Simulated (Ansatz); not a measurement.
# NaI: a trigonal deformation path and further scans

The task here is to estimate one member of a computed series from the others.

Method: DFT r2SCAN, scalar-relativistic, plane waves, PAW, in Ansatz 0.2.0.

## The starting structure

It takes space group Fm-3m (No. 225, cubic). Conventional cell: a = 6.473 Å, b = 6.473 Å, c = 6.473 Å, α = 90.00°, β = 90.00°, γ = 90.00°. Na (site symmetry m-3m) is surrounded by 6 I at 3.24 Å. Around I (site symmetry m-3m) lie 6 Na at 3.24 Å.

Coordinates:

```cif
data_structure
_symmetry_space_group_name_H-M 'P 1'
_symmetry_Int_Tables_number 1
_cell_length_a 4.5770
_cell_length_b 4.5770
_cell_length_c 4.5770
_cell_angle_alpha 60.000
_cell_angle_beta 60.000
_cell_angle_gamma 60.000
_cell_volume 67.80
loop_
_atom_site_label
_atom_site_type_symbol
_atom_site_fract_x
_atom_site_fract_y
_atom_site_fract_z
_atom_site_occupancy
Na1 Na 0.00000 0.00000 0.00000 1
I1 I 0.50000 0.50000 0.50000 1
```

No relaxation comes first: the listed cell is the starting point.

Set-up of the first run:

input.yaml

```yaml
crystal:
  lattice:
    - [0.0, 3.2364, 3.2364]
    - [3.2364, 0.0, 3.2364]
    - [3.2364, 3.2364, 0.0]
  atoms:
    - { symbol: Na, position: [0.0, 0.0, 0.0] }
    - { symbol: I, position: [0.5, 0.5, 0.5] }
basis:
  ecutwfc: 500
kpoints:
  mp_grid: { grid: [8, 8, 8] }
hamiltonian:
  xc: r2scan
scf:
  occupations: { method: gaussian, width: 0.05 }
output:
  forces: true
  stress: true
  eigenvalues: true
```

Run with:

```console
ansatz run input.yaml --threads 1 --pin off --max-ram 1228MiB --backend cpu --events-out ev --progress --plain --runs-dir out
```

Among the steps run: The reference: the undisturbed cell on the scan's mesh; At ρ = 0.500; ρ = 2.000; Point ρ = 0.710; ρ = 1.410; At ρ = 0.600; ρ = 0.850.

One table of the session follows, with a row left open; its other results are not shown here.

It belongs to the step «The scan collected». 

```
    ρ  ΔE (meV/atom)  pressure (GPa)  gap on the mesh (eV)
0.500          176.9            -0.5                  3.01
0.600          152.9            -0.3                  3.27
0.710              ?               ?                     ?
0.850           25.8            -0.1                  3.90
1.000            0.0            -0.1                  4.43
1.410          184.4             0.1                  2.38
2.000          960.2             1.5                  0.00
```

**Question.** Estimate the row for ρ = 0.710.

Worked estimate for «ΔE (meV/atom)». A straight line through the neighbours (0.600, 152.9) and (0.850, 25.8) gives 152.9 + (25.8 − 152.9) × (0.710 − 0.600) / (0.850 − 0.600) = 97.0; a parabola fitted to 4 rows on both sides gives 89.2.

**Answer.** ΔE (meV/atom): 92.5; pressure (GPa): -0.1; gap on the mesh (eV): 3.47. In «ΔE (meV/atom)» the line misses by +4.5 and the parabola by -3.3.

Where the gap reads zero, the mesh chosen for the insulator is on the coarse side.

To keep in mind: Spin polarisation is off in the runs that give these values; a magnetic solution could lie lower.
